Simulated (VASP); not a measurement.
# Cs2AgBiBr6 (Fm-3m) in VASP: notebook, part 2 of 2

VASP 6.6.1. Earlier steps stand in the parts before.

**5. Relaxation of cell and atoms, r2SCAN**

This run uses another cell than the first one, of 36.49 Å³/atom, 1.030 times its volume.

Input file INCAR:

```
SYSTEM = Cs2AgBiBr6
PREC = Accurate
ENCUT = 600
EDIFF = 1E-7
ISMEAR = 0
SIGMA = 0.03
LREAL = .False.
LASPH = .True.
NELM = 80
ALGO = Normal
ISIF = 3
LWAVE = .False.
LCHARG = .False.
METAGGA = R2SCAN
LMIXTAU = .True.
IBRION = 2
NSW = 90
EDIFFG = -0.005
KPAR = 2
```

Input file KPOINTS:

```
regular mesh
0
Gamma
  4 4 4
  0 0 0
```

Input file POSCAR:

```
Cs2AgBiBr6                              
1.0
   -0.0000000000      5.6716597871      5.6716597871
    5.6716597871     -0.0000000000      5.6716597871
    5.6716597871      5.6716597871      0.0000000000
  Cs              Ag              Bi              Br            
     2     1     1     6
Direct
     0.2500000000000000    0.2500000000000000    0.2500000000000000
     0.7500000000000000    0.7500000000000000    0.7500000000000000
     0.5000000000000000    0.5000000000000000    0.5000000000000000
     0.0000000000000000    0.0000000000000000    0.0000000000000000
     0.2519194164078726    0.7480805835921273    0.2519194164078726
     0.2519194164078726    0.7480805835921273    0.7480805835921273
     0.7480805835921273    0.2519194164078726    0.7480805835921273
     0.7480805835921273    0.2519194164078726    0.2519194164078726
     0.2519194164078726    0.2519194164078726    0.7480805835921273
     0.7480805835921273    0.7480805835921273    0.2519194164078726
```

Potentials or basis: VASP PAW PBE potentials, release 64 (Cs_sv, Ag, Bi_d, Br).

Command:

```
$ cat potpaw_PBE.64/Cs_sv/POTCAR potpaw_PBE.64/Ag/POTCAR potpaw_PBE.64/Bi_d/POTCAR potpaw_PBE.64/Br/POTCAR > POTCAR
$ mpirun -np 2 vasp_std > vasp.out
```

OUTCAR:

```text
SYSTEM = Cs2AgBiBr6
   PREC = Accurate
   ENCUT = 600
   EDIFF = 1E-7
   ISMEAR = 0
   LREAL = .False.
   LASPH = .True.
   NELM = 80
   ISIF = 3
   METAGGA = R2SCAN
   IBRION = 2
   NSW = 90
   EDIFFG = -0.005

 ion  position               nearest neighbor table
   1  0.250  0.250  0.250-
   2  0.750  0.750  0.750-
   3  0.500  0.500  0.500-   5 2.81   6 2.81   7 2.81   8 2.81   9 2.81  10 2.81
   4  0.000  0.000  0.000-   5 2.86   6 2.86   7 2.86   8 2.86   9 2.86  10 2.86
   5  0.252  0.748  0.252-   3 2.81   4 2.86
   6  0.252  0.748  0.748-   3 2.81   4 2.86
   7  0.748  0.252  0.748-   3 2.81   4 2.86
   8  0.748  0.252  0.252-   3 2.81   4 2.86
   9  0.252  0.252  0.748-   3 2.81   4 2.86
  10  0.748  0.748  0.252-   3 2.81   4 2.86

  LATTYP: Found a face centered cubic cell.
 ALAT       =    11.3433195742

  Lattice vectors:

 A1 = (   0.0000000000,   5.6716597871,   5.6716597871)
 A2 = (   5.6716597871,   0.0000000000,   5.6716597871)
 A3 = (   5.6716597871,   5.6716597871,   0.0000000000)

Analysis of symmetry for initial positions (statically):
=====================================================================
 Subroutine PRICEL returns:
 Original cell was already a primitive cell.

 Routine SETGRP: Setting up the symmetry group for a
 face centered cubic supercell.

 Subroutine GETGRP returns: Found 48 space group operations
 (whereof 48 operations were pure point group operations)
 out of a pool of 48 trial point group operations.

The static configuration has the point symmetry O_h .

Analysis of symmetry for dynamics (positions and initial velocities):
=====================================================================
 Subroutine PRICEL returns:
 Original cell was already a primitive cell.

 Routine SETGRP: Setting up the symmetry group for a
 face centered cubic supercell.

 Subroutine GETGRP returns: Found 48 space group operations
 (whereof 48 operations were pure point group operations)
 out of a pool of 48 trial point group operations.

The dynamic configuration has the point symmetry O_h .

 Subroutine INISYM returns: Found 48 space group operations
 (whereof 48 operations are pure point group operations),
 and found     1 'primitive' translations

----------------------------------------------------------------------------------------

                                     Primitive cell

  volume of cell :     364.8888

  direct lattice vectors                    reciprocal lattice vectors
     0.000000000  5.671659787  5.671659787    -0.088157615  0.088157615  0.088157615
     5.671659787  0.000000000  5.671659787     0.088157615 -0.088157615  0.088157615
     5.671659787  5.671659787  0.000000000     0.088157615  0.088157615 -0.088157615

  length of vectors
     8.020938192  8.020938192  8.020938192     0.152693468  0.152693468  0.152693468

  position of ions in fractional coordinates (direct lattice)
     0.250000000  0.250000000  0.250000000
     0.750000000  0.750000000  0.750000000
     0.500000000  0.500000000  0.500000000
[... 54 lines left out ...]
 -0.250000  0.250000  0.000000     12.000000
  0.500000  0.500000  0.000000      3.000000
 -0.250000  0.500000  0.250000      6.000000
   k-points           NKPTS =      8   k-points in BZ     NKDIM =      8   number of bands    NBANDS=     51
   number of dos      NEDOS =    301   number of ions     NIONS =     10
   total plane-waves  NPLWV = 262144
   dimension x,y,z NGX =    64 NGY =   64 NGZ =   64
   dimension x,y,z NGXF=   128 NGYF=  128 NGZF=  128
   ions per type =               2   1   1   6
   NGX,Y,Z   is equivalent  to a cutoff of  13.26, 13.26, 13.26 a.u.
   NGXF,Y,Z  is equivalent  to a cutoff of  26.53, 26.53, 26.53 a.u.
 SYSTEM =  Cs2AgBiBr6
   PREC   = accura    normal or accurate (medium, high low for compatibility)
   ISTART =      0    job   : 0-new  1-cont  2-samecut
   ICHARG =      2    charge: 1-file 2-atom 10-const
   ISPIN  =      1    spin polarized calculation?
   LNONCOLLINEAR =      F non collinear calculations
   LSORBIT =      F    spin-orbit coupling
   LASPH  =      T    aspherical Exc in radial PAW
   ENCUT  =  600.0 eV  44.10 Ry    6.64 a.u.  16.02 16.02 16.02*2*pi/ulx,y,z
   NELM   =     80;   NELMIN=  2; NELMDL= -5     # of ELM steps
   EDIFF  = 0.1E-06   stopping-criterion for ELM
   LREAL  =      F    real-space projection
   EDIFFG = -.5E-02   stopping-criterion for IOM
   NSW    =     90    number of steps for IOM
   IBRION =      2    ionic relax: 0-MD 1-quasi-New 2-CG
   NFREE  =      1    steps in history (QN), initial steepest desc. (CG)
   ISIF   =      3    stress and relaxation
   ISYM   =      2    0-nonsym 1-usesym 2-fastsym
   POTIM  = 0.5000    time-step for ionic-motion
   TEBEG  =    0.0;   TEEND  =   0.0 temperature during run
   PSTRESS=    0.0 pullay stress
   NELECT =      86.0000    total number of electrons
   NUPDOWN=      -1.0000    fix difference up-down
   EMIN   =  10.00;   EMAX   =-10.00  energy-range for DOS
   EFERMI =   0.00;   METHOD = LEGACY
   ISMEAR =     0;   SIGMA  =   0.03  broadening in eV -4-tet -1-fermi 0-gaus
   EFERMI_NEDOS =   21; number of points for ismear=-14 and -15
   IALGO  =     38    algorithm
   IMIX   =      4    mixing-type and parameters
     AMIX     =   0.40;   BMIX     =  1.00
     AMIX_MAG =   1.60;   BMIX_MAG =  1.00
  volume/ion in A,a.u.               =      36.49       246.24
  Fermi-wavevector in a.u.,A,eV,Ry     =   1.011240  1.910966 13.913398  1.022606
  Thomas-Fermi vector in A             =   2.144277
   LORBIT       =      0    0 simple, 1 ext, 2 COOP (PROOUT), +10 PAW based schemes
   METAGGA = R2SCAN    functional components
   LHFCALC =     F    Hartree Fock is set to
   AEXX    =    0.0000 exact exchange contribution
   IVDW    =     0    specifies the selected vdW correction
   LEPSILON=     F    determine dielectric tensor
   LRPA    =     F    only Hartree local field effects (RPA)
 conjugate gradient relaxation of ions
 non-spin polarized calculation
 Gauss-broadening in eV      SIGMA  =   0.03
  energy-cutoff  :      600.00
  volume of cell :      364.89
 maximum number of plane-waves:     12216
   NGX = 33   NGY = 33   NGZ = 33

 number of electron      86.0000002 magnetization

 Free energy of the ion-electron system (eV)
  ---------------------------------------------------
  ext. energy  EPLUGINS =         0.00000000
  ---------------------------------------------------
  free energy    TOTEN  =      -222.52860339 eV

  energy without entropy =     -222.52860339  energy(sigma->0) =     -222.52860339

 E-fermi :   1.0300     XC(G=0):  -8.4606

 val. band max:        0.8685920089   @ k =   0.5000   0.5000   0.0000
 cond. band min:       2.5223568105   @ k =   0.5000   0.0000   0.0000
 fundamental gap:      1.6537648015
 Fermi energy:         1.0299993989

 k-point     1 :       0.0000    0.0000    0.0000
  band No.  band energies     occupation
      1     -22.9651      2.00000
      2     -22.9651      2.00000
      3     -22.9270      2.00000
      4     -22.9270      2.00000
      5     -22.9270      2.00000
      6     -20.4673      2.00000
[... 421 lines left out ...]
     50       7.3108      0.00000
     51       7.3899      0.00000

------------------------ aborting loop because EDIFF is reached ----------------------------------------

  FORCE on cell =-STRESS in cart. coord.  units (eV):
  Direction    XX          YY          ZZ          XY          YZ          ZX
  --------------------------------------------------------------------------------------
  -------------------------------------------------------------------------------------
  Total        0.0052414      0.0052414      0.0052414     -0.0000000      0.0000000      0.0000000
  in kB        0.0230144      0.0230144      0.0230144     -0.0000000      0.0000000      0.0000000
  external PRESSURE =       0.0230144 kB  Pullay stress =       0.0000000 kB

 VOLUME and BASIS-vectors are now :
 -----------------------------------------------------------------------------
  energy-cutoff  :      600.00
  volume of cell :      364.89
      direct lattice vectors                 reciprocal lattice vectors
     0.000000000  5.671659787  5.671659787    -0.088157615  0.088157615  0.088157615
     5.671659787  0.000000000  5.671659787     0.088157615 -0.088157615  0.088157615
     5.671659787  5.671659787  0.000000000     0.088157615  0.088157615 -0.088157615

 POSITION                                       TOTAL-FORCE (eV/Angst)
 -----------------------------------------------------------------------------------
      2.83583      2.83583      2.83583        -0.000000     -0.000000     -0.000000
      8.50749      8.50749      8.50749        -0.000000     -0.000000     -0.000000
      5.67166      5.67166      5.67166        -0.000000      0.000000     -0.000000
      0.00000      0.00000      0.00000        -0.000000      0.000000     -0.000000
      5.67166      2.85760      5.67166        -0.000000      0.000578     -0.000000
      8.48572      5.67166      5.67166        -0.000578      0.000000     -0.000000
      5.67166      8.48572      5.67166        -0.000000     -0.000578     -0.000000
      2.85760      5.67166      5.67166         0.000578      0.000000     -0.000000
      5.67166      5.67166      2.85760        -0.000000      0.000000      0.000578
      5.67166      5.67166      8.48572        -0.000000      0.000000     -0.000578
 -----------------------------------------------------------------------------------
    total drift:                               -0.000000     -0.000000     -0.000000

  FREE ENERGIE OF THE ION-ELECTRON SYSTEM (eV)
  ---------------------------------------------------
  free  energy   TOTEN  =      -222.5286033915 eV

  energy  without entropy=     -222.5286033915  energy(sigma->0) =     -222.52860339

 reached required accuracy - stopping structural energy minimisation
```

Wall time 12 min (2 MPI ranks of Intel Xeon Platinum 8488C (Sapphire Rapids), shared host); peak memory 0.76 GiB.

What came out:

* Free energy: -222.5286 eV
* Pressure after relaxing: 0.0 GPa
* Band gap on the k mesh: 1.65 eV, indirect (least direct gap 2.79 eV)

Final structure:
```cif
data_structure
_symmetry_space_group_name_H-M 'P 1'
_symmetry_Int_Tables_number 1
_cell_length_a 8.0209
_cell_length_b 8.0209
_cell_length_c 8.0209
_cell_angle_alpha 60.000
_cell_angle_beta 60.000
_cell_angle_gamma 60.000
_cell_volume 364.89
loop_
_atom_site_label
_atom_site_type_symbol
_atom_site_fract_x
_atom_site_fract_y
_atom_site_fract_z
_atom_site_occupancy
Cs1 Cs 0.25000 0.25000 0.25000 1
Cs2 Cs 0.75000 0.75000 0.75000 1
Ag1 Ag 0.50000 0.50000 0.50000 1
Bi1 Bi 0.00000 0.00000 0.00000 1
Br1 Br 0.25192 0.74808 0.25192 1
Br2 Br 0.25192 0.74808 0.74808 1
Br3 Br 0.74808 0.25192 0.74808 1
Br4 Br 0.74808 0.25192 0.25192 1
Br5 Br 0.25192 0.25192 0.74808 1
Br6 Br 0.74808 0.74808 0.25192 1
```

Caveat: the relaxation stopped at its first step, so nothing moved; the PAW data sets were made with another functional, which shifts forces and pressure a little; spin-orbit coupling is left out, which as a rule narrows the gap of such compounds by several tenths of an eV. A k mesh can miss the band edges.
